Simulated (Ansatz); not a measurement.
# Calculated quadrupolar parameters for SnO at a changed volume

The cell is an entry of the Crystallography Open Database (COD), relaxed with PBE at fixed cell and then changed (volume scaled by 0.98, ions relaxed).

```cif
data_SnO
_symmetry_space_group_name_H-M 'Cmme'
_symmetry_Int_Tables_number 67
_cell_length_a 4.9664
_cell_length_b 5.6816
_cell_length_c 5.5227
_cell_angle_alpha 90.000
_cell_angle_beta 90.000
_cell_angle_gamma 90.000
loop_
_atom_site_label
_atom_site_type_symbol
_atom_site_symmetry_multiplicity
_atom_site_Wyckoff_symbol
_atom_site_fract_x
_atom_site_fract_y
_atom_site_fract_z
Sn Sn 4 g 0.0000 0.7500 0.2174
O O 4 a 0.7500 0.5000 0.0000
```

One atom of each set is listed; the run and its k-mesh use a cell of 8 atoms with edges of 3.77, 3.77, 11.05 Å.

Method: Kohn–Sham DFT in Ansatz, PBE, plane waves and PAW, scalar-relativistic, 420 eV cutoff, Γ-centred 8×8×3 k-points, Fermi–Dirac smearing 0.02 eV.

Conventions: |V_zz| ≥ |V_yy| ≥ |V_xx|, η = (V_xx − V_yy)/V_zz, C_Q = eQV_zz/h.

O-17: I = 5/2, Q = -25.58 mb. Quadrupole moments are those of Pyykkö's year-2017 table.

**Question.** Give the quadrupolar parameters of the distinct sites.

**Answer.** 

| site | atoms | first shell | V_zz (10²¹ V/m²) | η | C_Q (MHz) |
| --- | --- | --- | --- | --- | --- |
| Sn | 4 | 4 O at 2.24 Å | -18.96 | 0.29 | – |
| O | 4 | 4 Sn at 2.24 Å | -5.24 | 0.30 | 3.24 |

At Sn V_zz points towards the open side of its shell (within 1°).

Sn has no stable isotope with a ground-state quadrupole moment in the table, so no C_Q is given.

Without spin–orbit coupling (the program notes it for Sn) the gradients can shift somewhat, as the gap is small. The database positions were far from equilibrium, so the relaxed structure may not be the compound's real one.
